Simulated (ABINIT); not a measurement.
Here is an ABINIT 10.8.3 (patched build) calculation.

File run.abi:

```
pp_dirpath "./"
pseudos "Zr.GGA_PBE-JTH.xml, C.GGA_PBE-JTH.xml"

acell 3*1.0 Angstrom
rprim
     0.0000000000     2.3650000000     2.3650000000
     2.3650000000     0.0000000000     2.3650000000
     2.3650000000     2.3650000000     0.0000000000
ntypat 2
znucl 40 6
natom 2
typat 1 2
xcart
     4.4692022847     4.4692022847     4.4692022847
     0.0000000000     0.0000000000     0.0000000000

ecut 24.0
pawecutdg 46.0

kptopt 1
ngkpt 6 6 6
nshiftk 1
shiftk 0.0 0.0 0.0

ixc -497498
usekden 1
pawxcdev 0

nband 12
occopt 3
tsmear 0.00183747

nstep 100
tolvrs 1.0e-7

iomode 3
prtwf 0
prtden 0
prteig 0
prtebands 0
enunit 1
```

Potentials or basis: JTH PAW PBE v2.0.

The run is started by

```console
$ abinit run.abi > log 2>&1
```

Predict the pressure.

-1.4 GPa.

Estimate the band gap on the k mesh.

none (metal or under the smearing width).

Caveat: the k mesh is coarse (spacing up to 0.38 Å⁻¹), so the values aren't converged; the PAW data sets were made with another functional, which shifts forces and pressure a little.
